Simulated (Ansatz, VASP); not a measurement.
Two plane-wave programs on W

```xyz
1
Lattice="-1.5688 1.5688 1.5688 1.5688 -1.5688 1.5688 1.5688 1.5688 -1.5688" Properties=species:S:1:pos:R:3 pbc="T T T"
W     0.0000    0.0000    0.0000
```

Alike in both runs: functional LDA; k mesh 8 × 8 × 8; occupations gaussian, width 0.1 eV; no spin polarisation.

Ansatz relaxed the structure, and its values are those at the end. VASP's run is a single point on that final structure, the one shown.

|  | VASP | Ansatz |
| --- | --- | --- |
| version | VASP 6.6.1 | Ansatz 0.2.0 |
| potentials or method | VASP PAW LDA potentials, release 64 (W_sv) | scalar-relativistic, plane waves, PAW |
| plane-wave cutoff (eV) | 520 | 420 |
| valence electrons in the cell | 14 | 14 |

```csv
,VASP,Ansatz,Ansatz less VASP
gap on the k mesh at the Fermi level (eV),none,none,-
pressure (GPa),2.0,0.0,-1.99
```

A gap of «none» marks a metal or a gap that the smearing closes.

Spin-orbit coupling is left out, which matters for the levels of W.
